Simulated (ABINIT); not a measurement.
The system is Cr.

```
CELL_PARAMETERS angstrom
2.71400 0.00000 0.00000
-1.35700 2.35039 0.00000
0.00000 0.00000 4.41000
ATOMIC_POSITIONS crystal
Cr 0.66667 0.33333 0.75000
Cr 0.33333 0.66667 0.25000
```

This isn't the form of Cr at room conditions, which is bcc.

Base run:

```yaml
Program: ABINIT 10.8.3 (patched build)
Functional: PBE
Potentials_or_basis: JTH PAW PBE v2.0
Cutoff: 626 eV
k_mesh: 11 × 11 × 6
Occupations: fermi-dirac, width 0.05 eV
Spin: collinear spin, antiferromagnetic start
Starting_moments: "[3.0, -3.0] μB"
```

Its results: band gap on the k mesh none (metal or under the smearing width); pressure -13.3 GPa.

Q: The run is repeated on the same cell with these changes: spin from collinear spin, antiferromagnetic start to no spin polarisation. What comes out?

A: Band gap on the k mesh none (metal or under the smearing width); pressure -27.5 GPa.
